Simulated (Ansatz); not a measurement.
**AlRu: what a guessed cell relaxes into**

The task: take a trial cell of AlRu to zero force and stress.

Computed with Ansatz 0.2.0 (DFT PBE, scalar-relativistic, plane waves, PAW, unless a step's input says otherwise).

## Step 1: Starting point

Symmetry: Pm-3m, No. 221, cubic system. The conventional cell has a = 3.148 Å, b = 3.148 Å, c = 3.148 Å, α = 90.00°, β = 90.00°, γ = 90.00°. Around Al (site symmetry m-3m) lie 8 Ru at 2.73 Å. Around Ru (site symmetry m-3m) lie 8 Al at 2.73 Å.

As a file:

```cif
data_structure
_symmetry_space_group_name_H-M 'Pm-3m'
_symmetry_Int_Tables_number 221
_cell_length_a 3.1477
_cell_length_b 3.1477
_cell_length_c 3.1477
_cell_angle_alpha 90.000
_cell_angle_beta 90.000
_cell_angle_gamma 90.000
_cell_volume 31.19
loop_
_atom_site_label
_atom_site_type_symbol
_atom_site_symmetry_multiplicity
_atom_site_Wyckoff_symbol
_atom_site_fract_x
_atom_site_fract_y
_atom_site_fract_z
_atom_site_occupancy
Al1 Al 1 b 0.50000 0.50000 0.50000 1
Ru1 Ru 1 a 0.00000 0.00000 0.00000 1
```

Recipe of the guess: species swapped into a database cell of ScCo (Pm-3m, No. 221), with Al on the Sc sites and Ru on the Co sites. The dimensions are guesses.

## Step 2: Probe: one point on a coarse mesh

File input.yaml:

```yaml
crystal:
  lattice:
    - [3.14769949, 0.0, 0.0]
    - [0.0, 3.14769949, 0.0]
    - [0.0, 0.0, 3.14769949]
  atoms:
    - { symbol: Al, position: [0.5, 0.5, 0.5] }
    - { symbol: Ru, position: [0.0, 0.0, 0.0] }
basis:
  ecutwfc: 420
kpoints:
  mp_grid: { grid: [6, 6, 6] }
hamiltonian:
  xc: pbe
scf:
  occupations: { method: gaussian, width: 0.1 }
  lower_state_search: "off"
output:
  forces: true
  stress: true
  eigenvalues: true
```

Launch:

```sh
> ansatz run input.yaml --threads 1 --pin off --max-ram 2560MiB --backend cpu --events-out ev --progress --plain --runs-dir out
```

Log, cut to the lines that bear on the results:

```text
[...]
SCF converged after 6 iterations
Free energy (F): -6417.165546 eV
[...]
E sigma→0 (E₀):  -6417.158124 eV
Entropy (-TS):   -0.014843 eV (-7.422 meV/atom)
Fermi energy:    13.250676 eV
[...]
--- Forces (eV/Å), atoms counted from 1 ---
  atom   1  Al     0.00000000    -0.00000000     0.00000000
  atom   2  Ru    -0.00000000     0.00000000    -0.00000000
[...]
--- Stress (GPa, compression-positive) ---
      -20.949267       0.000000       0.000000
        0.000000     -20.949267       0.000000
        0.000000       0.000000     -20.949267
  P = ⅓ Tr σ = -20.9493 GPa (-209.493 kbar)
--- Band table (eV; the first three rows and the last of 20) ---
  k-point 0: bands = ["-58.4082", "-28.3654", "-28.3654", "-28.3654", "4.5427", "10.5309", "10.5309", "13.4689", "13.4689", "13.4689", "18.7215", "18.7215", "18.7215", "23.3978"]
[...]
```

It took 1.8 s on 1 thread of Intel Xeon at 2.50GHz (Skylake/Cascade Lake), shared host; peak memory 0.29 GiB.

The probe gives pressure -20.9 GPa, largest force 0.00 eV/Å, gap on this mesh none (metal). A guess like this is first relaxed loosely on the coarse mesh.

## Step 3: A loose first relaxation

input.yaml: that of step 2 with these lines changed.

```diff
@@ -21 +21,6 @@
   eigenvalues: true
+relax:
+  adjacent_minimum: "off"
+  f_tol: 0.04
+  max_steps: 70
+  cell: { stress_tol: 0.4 }
```

Launch:

```sh
> ansatz run input.yaml --threads 1 --pin off --max-ram 2560MiB --backend cpu --events-out ev --progress --plain --runs-dir out
```

Log:

```text
Warning: RAYON_NUM_THREADS=1 ignored (pool sized by the plan → 1); use --threads N
Engine: ansatz 0.2.0, x86_64-unknown-linux-gnu
Pseudopotentials: kind: paw
Pseudopotential: Al, paw, valence charge 3, recommended cutoff 420 eV (normal), Al.paw.azcp
Pseudopotential: Ru, paw, valence charge 16, recommended cutoff 420 eV (normal), Ru.paw.azcp
Functional definition: PBE
  parameter kappa = 0.804
  parameter beta = 0.06672455060314922
  exchange = pbe_x(kappa = kappa, mu = beta*pi^2/3)
  correlation = pbe_c(beta = beta)
Crystal: 2 atoms, lattice volume = 31.187 Å³
Basis set: ecut = 420 eV, 619 PW (Γ), exchange–correlation on 48×48×48 points (8 copies of the dense FFT grid, shifted against one another)
Bands: 14, of which v1, the nominal top of the filled ones, is band 10 counted from 1 (9 counted from 0)
Symmetry: 48 space group operations
Space group: Pm-3m (ITA 221), of the structure as read, at distance tolerance 3.1e-5 Å
k-points: 20 of 216
Non-local potential: Al, projectors of the file, l = 0: 2, l = 1: 2, l = 2: 1
Non-local potential: Ru, projectors of the file, l = 0: 3, l = 1: 2, l = 2: 2, l = 3: 1
PAW form: soft (Blöchl's): semilocal exchange-correlation on the pseudo side does not see the compensation charge
PAW one-centre angular grid: Al, 110 points (default); XC on 64 Gauss nodes
PAW one-centre angular grid: Ru, 590 points (default); XC on 64 Gauss nodes
Initial density: superposition of atomic densities (neutral atoms: chi_scale 0, normalization atom), corrected by the library's trained network
Initial wavefunctions: pseudopotential atomic-orbital guess
Functional: x = pbe(κ = 0.804, μ = 0.2195149727645171), c = pbe(β = 0.06672455060314922)
SCF iter   1: F=—  HF=-6417.167157 eV  |F-HF|=—  |Δ(HF+E_count)|=         —  Δρ=1.01e-2  dr2=1.07e-2  ethr=1.77e-3  ⟨swp⟩=5.0  Hψ=1434  notcnv=0
preconditioner: auto → none  [metal: Δε(μ)=0.062 eV  Ē_g=7.758 eV  σ=0.100 eV  W_gap=0.32  n_scr=6 (ndim 8)  ℏωp=22.1 eV  f_vac=0.000  D(μ)=2.82/eV (n_scr^D=32)  sad-step TF]
SCF iter   2: F=—  HF=-6417.166134 eV  |F-HF|=—  |Δ(HF+E_count)|=   1.02e-3  Δρ=5.28e-3  dr2=3.32e-3  ethr=5.63e-5  ⟨swp⟩=1.7  Hψ=454  notcnv=0
SCF iter   3: F=—  HF=-6417.165584 eV  |F-HF|=—  |Δ(HF+E_count)|=   5.50e-4  Δρ=2.92e-4  dr2=1.07e-5  ethr=1.75e-5  ⟨swp⟩=1.9  Hψ=368  notcnv=0
SCF iter   4: F=—  HF=-6417.165546 eV  |F-HF|=—  |Δ(HF+E_count)|=   3.77e-5  Δρ=8.11e-5  dr2=1.76e-6  ethr=5.61e-8  ⟨swp⟩=2.0  Hψ=443  notcnv=0
iter 5 did not close the SCF: its close was put off for the readings that it lacked (scf_convergence_deferred on its scf_iter line)
SCF iter   5: F=-6417.165546 eV  HF=-6417.165546 eV  |F-HF|=3.69e-9  |Δ(HF+E_count)|=   3.16e-7  Δρ=6.00e-6  dr2=7.62e-9  ethr=9.25e-9  ⟨swp⟩=2.8  Hψ=443  notcnv=0
SCF iter   6: F=-6417.165546 eV  HF=-6417.165546 eV  |F-HF|=1.18e-11  |Δ(HF+E_count)|=  2.27e-11  Δρ=9.53e-7  dr2=1.26e-10  ethr=4.01e-11  ⟨swp⟩=2.3  Hψ=898  notcnv=0
SCF 1 converged in 6 iterations: F = -6417.165546 eV  dr2 = 1.26e-10
relax step   1: F+E_penalty+E_count = -6417.16554559 eV  Δ(F+E_penalty+E_count) = +0.000e0 eV  max|allowed force component| = 3.040e-31 eV/Å  Δτ_max = 0.0000 Å  P = -20.949 GPa  Ω = 31.187 Å³  (6 SCF iters, dr2 threshold 1.00e-7 eV, accepted)
Crystal: 2 atoms, lattice volume = 26.845 Å³
Basis set: ecut = 420 eV, 515 PW (Γ), exchange–correlation on 48×48×48 points (8 copies of the dense FFT grid, shifted against one another)
Initial density: handed on by an earlier stage of this run
Initial wavefunctions: those handed on with the density
iter 1 solved again at ethr=6.36e-4 eV; its pass at ethr=3.10e-3 eV (dr2=1.21e-1 eV) is discarded
SCF iter   1: F=—  HF=-6417.499160 eV  |F-HF|=—  |Δ(HF+E_count)|=         —  Δρ=1.79e-2  dr2=1.21e-1  ethr=6.36e-4  ⟨swp⟩=1.0  Hψ=1839  notcnv=0
preconditioner: auto → none  [metal: Δε(μ)=0.064 eV  Ē_g=8.786 eV  σ=0.100 eV  W_gap=0.33  n_scr=6 (ndim 8)  ℏωp=23.8 eV  f_vac=0.000  D(μ)=2.22/eV (n_scr^D=26)]
SCF iter   2: F=—  HF=-6417.472720 eV  |F-HF|=—  |Δ(HF+E_count)|=   2.64e-2  Δρ=5.49e-3  dr2=9.41e-3  ethr=6.34e-4  ⟨swp⟩=2.7  Hψ=446  notcnv=0
SCF iter   3: F=—  HF=-6417.469971 eV  |F-HF|=—  |Δ(HF+E_count)|=   2.75e-3  Δρ=1.17e-3  dr2=3.36e-4  ethr=4.95e-5  ⟨swp⟩=1.6  Hψ=319  notcnv=0
SCF iter   4: F=—  HF=-6417.469898 eV  |F-HF|=—  |Δ(HF+E_count)|=   7.25e-5  Δρ=1.41e-4  dr2=1.28e-6  ethr=1.77e-6  ⟨swp⟩=2.2  Hψ=372  notcnv=0
SCF iter   5: F=—  HF=-6417.469881 eV  |F-HF|=—  |Δ(HF+E_count)|=   1.74e-5  Δρ=2.64e-5  dr2=1.34e-7  ethr=6.72e-9  ⟨swp⟩=2.0  Hψ=455  notcnv=0
SCF iter   6: F=-6417.469881 eV  HF=-6417.469881 eV  |F-HF|=6.23e-10  |Δ(HF+E_count)|=   2.91e-8  Δρ=5.22e-6  dr2=1.68e-9  ethr=7.06e-10  ⟨swp⟩=2.7  Hψ=967  notcnv=0
SCF 2 converged in 6 iterations: F = -6417.469881 eV  dr2 = 1.68e-9
relax step   2: F+E_penalty+E_count = -6417.46988084 eV  Δ(F+E_penalty+E_count) = -3.043e-1 eV  max|allowed force component| = 6.574e-32 eV/Å  Δτ_max = 0.0000 Å  P = +1.937 GPa  Ω = 26.845 Å³  energy of the carried Pulay correction = +1.582e-3 eV  (6 SCF iters, dr2 threshold 2.00e-7 eV, accepted)
Crystal: 2 atoms, lattice volume = 27.165 Å³
iter 1 solved again at ethr=3.97e-6 eV; its pass at ethr=3.10e-3 eV (dr2=7.54e-4 eV) is discarded
SCF iter   1: F=—  HF=-6417.471353 eV  |F-HF|=—  |Δ(HF+E_count)|=         —  Δρ=1.43e-3  dr2=7.94e-4  ethr=3.97e-6  ⟨swp⟩=2.1  Hψ=1650  notcnv=0
preconditioner: auto → none  [metal: Δε(μ)=0.075 eV  Ē_g=8.837 eV  σ=0.100 eV  W_gap=0.37  n_scr=6 (ndim 8)  ℏωp=23.6 eV  f_vac=0.000  D(μ)=2.69/eV (n_scr^D=32)]
SCF iter   2: F=—  HF=-6417.471188 eV  |F-HF|=—  |Δ(HF+E_count)|=   1.65e-4  Δρ=4.78e-4  dr2=7.56e-5  ethr=3.97e-6  ⟨swp⟩=1.8  Hψ=340  notcnv=0
SCF iter   3: F=—  HF=-6417.471148 eV  |F-HF|=—  |Δ(HF+E_count)|=   3.91e-5  Δρ=9.75e-5  dr2=2.97e-6  ethr=3.98e-7  ⟨swp⟩=1.6  Hψ=319  notcnv=0
iter 4 did not close the SCF: its close was put off for the readings that it lacked (scf_convergence_deferred on its scf_iter line)
SCF iter   4: F=-6417.471148 eV  HF=-6417.471148 eV  |F-HF|=8.67e-9  |Δ(HF+E_count)|=   5.67e-7  Δρ=1.20e-5  dr2=8.41e-9  ethr=1.56e-8  ⟨swp⟩=2.1  Hψ=357  notcnv=0
iter 5 did not close the SCF: its close was put off for the readings that it lacked (scf_convergence_deferred on its scf_iter line)
SCF iter   5: F=-6417.471148 eV  HF=-6417.471148 eV  |F-HF|=8.24e-10  |Δ(HF+E_count)|=   1.01e-8  Δρ=2.30e-6  dr2=9.35e-10  ethr=4.42e-11  ⟨swp⟩=2.1  Hψ=444  notcnv=0
SCF iter   6: F=-6417.471148 eV  HF=-6417.471148 eV  |F-HF|=6.37e-12  |Δ(HF+E_count)|=  2.08e-10  Δρ=4.95e-7  dr2=1.55e-11  ethr=4.92e-12  ⟨swp⟩=1.1  Hψ=747  notcnv=0
SCF 3 converged in 6 iterations: F = -6417.471148 eV  dr2 = 1.55e-11
relax step   3: F+E_penalty+E_count = -6417.47114789 eV  Δ(F+E_penalty+E_count) = -1.267e-3 eV  max|allowed force component| = 3.287e-31 eV/Å  Δτ_max = 0.0000 Å  P = -0.517 GPa  Ω = 27.165 Å³  energy of the carried Pulay correction = +1.457e-3 eV  (6 SCF iters, dr2 threshold 2.00e-7 eV, accepted)
Crystal: 2 atoms, lattice volume = 27.097 Å³
iter 1 solved again at ethr=1.90e-7 eV; its pass at ethr=3.10e-3 eV (dr2=3.62e-5 eV) is discarded
SCF iter   1: F=—  HF=-6417.471314 eV  |F-HF|=—  |Δ(HF+E_count)|=         —  Δρ=3.04e-4  dr2=3.56e-5  ethr=1.90e-7  ⟨swp⟩=2.1  Hψ=1589  notcnv=0
preconditioner: auto → none  [metal: Δε(μ)=0.076 eV  Ē_g=8.852 eV  σ=0.100 eV  W_gap=0.37  n_scr=6 (ndim 8)  ℏωp=23.7 eV  f_vac=0.000  D(μ)=2.64/eV (n_scr^D=32)]
SCF iter   2: F=—  HF=-6417.471287 eV  |F-HF|=—  |Δ(HF+E_count)|=   2.71e-5  Δρ=1.00e-4  dr2=3.28e-6  ethr=1.88e-7  ⟨swp⟩=1.6  Hψ=326  notcnv=0
iter 3 did not close the SCF: its close was put off for the readings that it lacked (scf_convergence_deferred on its scf_iter line)
SCF iter   3: F=-6417.471286 eV  HF=-6417.471286 eV  |F-HF|=8.55e-8  |Δ(HF+E_count)|=   9.05e-7  Δρ=2.01e-5  dr2=1.18e-7  ethr=1.73e-8  ⟨swp⟩=1.7  Hψ=317  notcnv=0
iter 4 did not close the SCF: its close was put off for the readings that it lacked (scf_convergence_deferred on its scf_iter line)
SCF iter   4: F=-6417.471286 eV  HF=-6417.471286 eV  |F-HF|=3.75e-10  |Δ(HF+E_count)|=   2.23e-8  Δρ=2.48e-6  dr2=3.46e-10  ethr=6.21e-10  ⟨swp⟩=2.1  Hψ=351  notcnv=0
iter 5 did not close the SCF: its close was put off for the readings that it lacked (scf_convergence_deferred on its scf_iter line)
SCF iter   5: F=-6417.471286 eV  HF=-6417.471286 eV  |F-HF|=2.00e-11  |Δ(HF+E_count)|=  1.47e-10  Δρ=4.03e-7  dr2=2.25e-11  ethr=1.82e-12  ⟨swp⟩=2.1  Hψ=455  notcnv=0
SCF iter   6: F=-6417.471286 eV  HF=-6417.471286 eV  |F-HF|=2.73e-12  |Δ(HF+E_count)|=  2.73e-12  Δρ=8.49e-8  dr2=2.46e-13  ethr=1.00e-12  ⟨swp⟩=1.0  Hψ=640  notcnv=0
SCF 4 converged in 6 iterations: F = -6417.471286 eV  dr2 = 2.46e-13
relax step   4: F+E_penalty+E_count = -6417.47128596 eV  Δ(F+E_penalty+E_count) = -1.381e-4 eV  max|allowed force component| = 1.315e-31 eV/Å  Δτ_max = 0.0000 Å  P = -0.008 GPa  Ω = 27.097 Å³  energy of the carried Pulay correction = +1.484e-3 eV  (6 SCF iters, dr2 threshold 2.00e-7 eV, accepted)
Initial wavefunctions: pseudopotential atomic-orbital guess (no wavefunctions were taken with the density)
iter 1 solved again at ethr=4.90e-8 eV; its pass at ethr=3.10e-3 eV (dr2=9.30e-6 eV) is discarded
SCF iter   1: F=—  HF=-6417.469828 eV  |F-HF|=—  |Δ(HF+E_count)|=         —  Δρ=3.57e-4  dr2=5.40e-6  ethr=4.90e-8  ⟨swp⟩=3.0  Hψ=2262  notcnv=0
preconditioner: auto → none  [metal: Δε(μ)=0.076 eV  Ē_g=8.853 eV  σ=0.100 eV  W_gap=0.37  n_scr=6 (ndim 8)  ℏωp=23.7 eV  f_vac=0.000  D(μ)=2.65/eV (n_scr^D=32)]
SCF iter   2: F=—  HF=-6417.469810 eV  |F-HF|=—  |Δ(HF+E_count)|=   1.79e-5  Δρ=1.66e-4  dr2=9.73e-7  ethr=2.84e-8  ⟨swp⟩=2.0  Hψ=464  notcnv=0
SCF iter   3: F=—  HF=-6417.469813 eV  |F-HF|=—  |Δ(HF+E_count)|=   2.54e-6  Δρ=2.38e-5  dr2=2.44e-8  ethr=5.12e-9  ⟨swp⟩=2.1  Hψ=467  notcnv=0
iter 4 did not close the SCF: its close was put off for the readings that it lacked (scf_convergence_deferred on its scf_iter line)
SCF iter   4: F=-6417.469813 eV  HF=-6417.469813 eV  |F-HF|=7.49e-10  |Δ(HF+E_count)|=   3.47e-8  Δρ=3.63e-6  dr2=1.11e-9  ethr=1.29e-10  ⟨swp⟩=2.9  Hψ=468  notcnv=0
iter 5 did not close the SCF: its close was put off for the readings that it lacked (scf_convergence_deferred on its scf_iter line)
SCF iter   5: F=-6417.469813 eV  HF=-6417.469813 eV  |F-HF|=1.82e-12  |Δ(HF+E_count)|=  9.50e-10  Δρ=8.17e-8  dr2=1.25e-12  ethr=5.85e-12  ⟨swp⟩=2.4  Hψ=385  notcnv=0
SCF iter   6: F=-6417.469813 eV  HF=-6417.469813 eV  |F-HF|=2.73e-12  |Δ(HF+E_count)|=  9.09e-13  Δρ=2.38e-8  dr2=6.90e-14  ethr=1.00e-12  ⟨swp⟩=2.0  Hψ=741  notcnv=0
SCF 5 converged in 6 iterations: F = -6417.469813 eV  dr2 = 6.90e-14
relax step   5: F+E_penalty+E_count = -6417.46981281 eV  Δ(F+E_penalty+E_count) = +1.473e-3 eV  max|allowed force component| = 1.972e-31 eV/Å  Δτ_max = 0.0000 Å  P = -0.006 GPa  Ω = 27.097 Å³  stress off target by 6.23e-3 GPa  SCF on the basis re-selected at this cell (its energy is not comparable with the rows above)  (6 SCF iters)
basis re-selected at this cell: Δ(F+E_penalty+E_count) = +1.473e-3 eV, ΔP = +0.002 GPa vs the last step (what re-selecting the basis moved, of the pressure what is left beyond the Pulay correction that the steps carried, after the strain that the cell walked since its last selection, with what the two solves' SCF thresholds leave and, on support functions, any second-order correction that the steps lacked; it is no measure of the basis error at this ecutwfc). This SCF's stress stands 6.23e-3 GPa from its target on what of the cell is left free (relax.cell.stress_tol is 4.00e-1 GPa) and its largest allowed force component is 1.97e-31 eV/Å (relax.f_tol is 4.00e-2 eV/Å): within both
SCF converged after 6 iterations
Free energy (F): -6417.469813 eV
Harris-Foulkes:  -6417.469813 eV  (|F-HF|=2.73e-12)
Internal energy: -6417.456562 eV  (E = F + TS)
E sigma→0 (E₀):  -6417.463187 eV
Entropy (-TS):   -0.013251 eV (-6.625 meV/atom)
Fermi energy:    15.756798 eV
--- Per-component energies (eV) ---
  E_band       = -123.934591
  E_kinetic    = 542.484175
  E_local      = -1809.161901  (includes V_loc(G=0)·N_el)
  E_nonlocal   = 354.459495
  E_hartree    = 642.726328
  E_xc         = -231.984299
  E_vxc        = -270.408337  (∫ρ·V_xc dr)
  E_paw        = -3929.116628  (= ΣΔE_a)
  E_vpaw       = -226.760498  (= ΣTr[D̂ρ^β])
  E_aug_tail   = -0.000169  (compensation charges beyond the density's cutoff)
  E_ewald      = -1986.863562
  E_smearing   = -0.013251  (= −TS)
  E_closure    = 0.000000  (closes the sum)
  Σ components = -6417.469813   (vs F -6417.469813, Δ=0.00e0)
--- Forces (eV/Å), atoms counted from 1 ---
  atom   1  Al    -0.00000000    -0.00000000     0.00000000
  atom   2  Ru     0.00000000    -0.00000000    -0.00000000
  max |Σ_I F_I| component: 1.97e-31 eV/Å
--- Stress (GPa, compression-positive) ---
       -0.006232       0.000000      -0.000000
        0.000000      -0.006232       0.000000
       -0.000000       0.000000      -0.006232
  P = ⅓ Tr σ = -0.0062 GPa (-0.062 kbar)
--- Band table (eV; the first three rows and the last of 20) ---
  k-point 0: bands = ["-55.9219", "-25.8722", "-25.8722", "-25.8722", "6.2894", "12.3866", "12.3866", "16.0458", "16.0458", "16.0458", "21.8994", "21.8994", "21.8994", "26.7383"]
  k-point 1: bands = ["-55.9182", "-25.9226", "-25.8680", "-25.8680", "6.8077", "12.5094", "12.5628", "15.4912", "15.4912", "16.1060", "20.0360", "22.8574", "22.8574", "25.7265"]
  k-point 2: bands = ["-55.9108", "-26.0223", "-25.8596", "-25.8596", "8.2435", "12.0688", "12.9542", "14.6447", "14.6447", "16.2299", "18.3145", "24.0460", "24.9212", "24.9212"]
  k-point 19: bands = ["-55.8784", "-26.0252", "-26.0252", "-26.0252", "11.3142", "11.3142", "11.3142", "17.4820", "17.4820", "18.3783", "19.9877", "19.9877", "19.9877", "24.2921"]
--- Relaxed structure (4 steps of the walk, 4 accepted, 1 SCFs on fresh bases) ---
  F+E_penalty+E_count = -6417.46981281 eV   max|allowed force component| = 1.972e-31 eV/Å   (the final SCF, on the basis selected at the relaxed cell)
  cell:  # Å, volume = 27.0969 Å³
    - [3.003585611309929, 9.930576275746685e-35, -5.135813185032629e-34]
    - [2.277010923832826e-34, 3.003585611309929, 0.0]
    - [-5.135813185032629e-34, 0.0, 3.003585611309929]
  atoms:
    - { symbol: Al, position: [0.5, 0.5, 0.5] }
    - { symbol: Ru, position: [2.2944494270805002e-35, -7.648164756935052e-36, -2.5493882523117034e-36] }
```

It took 9.4 s on 1 thread of Intel Xeon at 2.50GHz (Skylake/Cascade Lake), shared host; peak memory 0.31 GiB.

Step by step:

```csv
step,energy from step 1 (eV/cell),largest force component (eV/Å),pressure (GPa),volume (Å³)
1,0.0000,0.0000,-20.95,31.19
2,-0.3043,0.0000,1.94,26.85
3,-0.3056,0.0000,-0.52,27.16
4,-0.3057,0.0000,-0.01,27.10
5,-0.3043,0.0000,-0.01,27.10
```

Step 1 is the start. Step 5 repeats the geometry before it on a plane-wave basis chosen anew for that cell, so its energy need not be comparable with the rows above.

|  | before | after | change |
| --- | --- | --- | --- |
| a (Å) | 3.148 | 3.004 | -4.6 % |
| b (Å) | 3.148 | 3.004 | -4.6 % |
| c (Å) | 3.148 | 3.004 | -4.6 % |
| volume (Å³/atom) | 15.59 | 13.55 | -13.1 % |
| shortest distance (Å) | 2.726 | 2.601 | -4.6 % |
| space group (0.01 Å) | Pm-3m | Pm-3m | same |

Forces and stress were held to the start's 48 operations: a distortion of lower symmetry was not tested.

## Step 4: Spin check on a coarse mesh

File input.yaml:

```yaml
crystal:
  lattice:
    - [3.0035856113, 0.0, 0.0]
    - [0.0, 3.0035856113, 0.0]
    - [0.0, 0.0, 3.0035856113]
  atoms:
    - { symbol: Al, position: [0.5, 0.5, 0.5] }
    - { symbol: Ru, position: [0.0, 0.0, 0.0], spin: 1.0 }
basis:
  ecutwfc: 420
kpoints:
  mp_grid: { grid: [6, 6, 6] }
hamiltonian:
  xc: pbe
scf:
  occupations: { method: gaussian, width: 0.1 }
  lower_state_search: "off"
output:
  forces: true
  stress: true
  eigenvalues: true
  populations: true
magnetization:
  spin_polarized: true
```

Launch:

```sh
> ansatz run input.yaml --threads 1 --pin off --max-ram 2560MiB --backend cpu --events-out ev --progress --plain --runs-dir out
```

Log, cut to the lines that bear on the results:

```text
[...]
SCF converged after 26 iterations
Magnetization: 0.0196 μB (9.5098 up, 9.4902 down)
Absolute magnetization: 0.0211 μB (∫|ρ↑−ρ↓|, with the PAW one-centre terms)
Spin contamination: 0.0000 ħ² per cell (⟨S²⟩ above its minimum at these occupations)
Per-site moments (μB) at R_I (Å): [(-0.00037199509814714305, 1.0729873447537253), (0.01822662232181667, 1.0729873447537253)]
Free energy (F): -6417.469813 eV
[...]
E sigma→0 (E₀):  -6417.463211 eV
Entropy (-TS):   -0.013204 eV (-6.602 meV/atom)
Fermi energy:    15.756859 eV
[...]
--- Forces (eV/Å), atoms counted from 1 ---
  atom   1  Al     0.00000000    -0.00000000    -0.00000000
  atom   2  Ru    -0.00000000     0.00000000    -0.00000000
[...]
--- Stress (GPa, compression-positive) ---
       -0.005890      -0.000000       0.000000
        0.000000      -0.005890      -0.000000
        0.000000       0.000000      -0.005890
  P = ⅓ Tr σ = -0.0059 GPa (-0.059 kbar)
--- Band table (eV; the first three rows and the last of 40) ---
  k-point 0 ↑: bands = ["-55.9286", "-25.8794", "-25.8794", "-25.8794", "6.2887", "12.3833", "12.3833", "16.0371", "16.0371", "16.0371", "21.8984", "21.8984", "21.8984", "26.7383"]
[...]
--- Löwdin populations: 2 sites ---
  site symbol       q [e]    m [muB]
     0     Al      2.8675    -0.0015
     1     Ru     16.0310     0.0210
  spilling = 0.005340 (of n_electrons = 19.000000)
```

It took 8.3 s on 1 thread of Intel Xeon at 2.50GHz (Skylake/Cascade Lake), shared host; peak memory 0.3 GiB.

Per atom:

```tsv
atom	Löwdin electrons
Al1	2.87
Ru2	16.03
```

The same cell is solved with trial moments on Ru. The largest site moment that stays is 0.02 μB and the cell's total 0.02 μB. The workflow keeps spin only above 0.25 μB on a site, so the next run goes without spin.

(Part 1 of 2 ends here.)
